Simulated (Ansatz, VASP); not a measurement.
Two plane-wave programs on Be2C

```
CELL_PARAMETERS angstrom
0.00000 2.12080 2.12080
2.12080 0.00000 2.12080
2.12080 2.12080 0.00000
ATOMIC_POSITIONS crystal
C 0.00000 0.00000 0.00000
Be 0.75000 0.75000 0.75000
Be 0.25000 0.25000 0.25000
```

Change from the starting cell: volume scaled by 0.94.

Alike in both runs: task single point; functional PBEsol; k mesh 11 × 11 × 11; occupations fermi-dirac, width 0.05 eV; no spin polarisation.

```csv
,VASP,Ansatz
version,VASP 6.6.1,Ansatz 0.2.0
potentials or method,"VASP PAW PBE potentials, release 64 (C, Be)",Ansatz PAW
plane-wave cutoff (eV),520,420
valence electrons in the cell,8,8
```

|  | VASP | Ansatz | Ansatz less VASP |
| --- | --- | --- | --- |
| gap on the k mesh at the Fermi level (eV) | 1.18 | 1.20 | +0.012 |
| least direct gap on the mesh (eV) | 4.19 | 4.20 | +0.010 |
| pressure (GPa) | 11.7 | 10.8 | -0.81 |

The functional is the same, so the differences come from potentials, cutoffs and numerics.

Caveats: the PAW data sets were made with another functional, which shifts forces and pressure a little (VASP); an odd mesh through Γ misses points on the zone boundary, where band edges often lie (VASP); odd divisions of the mesh miss points on the zone boundary, where band edges often lie, so the gap on the mesh can be too wide (Ansatz); the PAW data sets come from PBE, with cores solved anew for the run's functional, which leaves a small shift of forces and pressure (Ansatz).
